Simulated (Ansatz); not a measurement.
**Could Si$_{3}$N$_{4}$ exist in this structure?**

Plane-wave DFT in Ansatz with scalar-relativistic PAW potentials. The crystal relaxes under PBE to P6_3/m with a = 7.664 Å, c = 2.926 Å, 10.63 Å³/atom. No spin polarisation.

```cif
data_structure
_symmetry_space_group_name_H-M 'P6_3/m'
_symmetry_Int_Tables_number 176
_cell_length_a 7.6636
_cell_length_b 7.6636
_cell_length_c 2.9265
_cell_angle_alpha 90.000
_cell_angle_beta 90.000
_cell_angle_gamma 120.000
_cell_volume 148.85
loop_
_atom_site_label
_atom_site_type_symbol
_atom_site_symmetry_multiplicity
_atom_site_Wyckoff_symbol
_atom_site_fract_x
_atom_site_fract_y
_atom_site_fract_z
_atom_site_occupancy
Si1 Si 6 h 0.76891 0.17501 0.25000 1
N1 N 6 h 0.03084 0.33000 0.25000 1
N2 N 2 d 0.66667 0.33333 0.25000 1
```

Question: Test it against the elements, against displacements at the zone centre and against strain.

Answer:
- Energy over the elements: -1.061 eV/atom (PBE, standard states in the same functional, gases uncorrected)
- Optical modes at Γ: all 39 real, 177 to 1027 cm⁻¹ (PBE, without the LO-TO term)
- Least eigenvalue of the elastic tensor: 100 GPa (PBE)

It passes all three tests. So it is a local minimum against everything tried and bound against the elements. Modes at other wave vectors, other structures and decomposition into other compounds weren't tested here.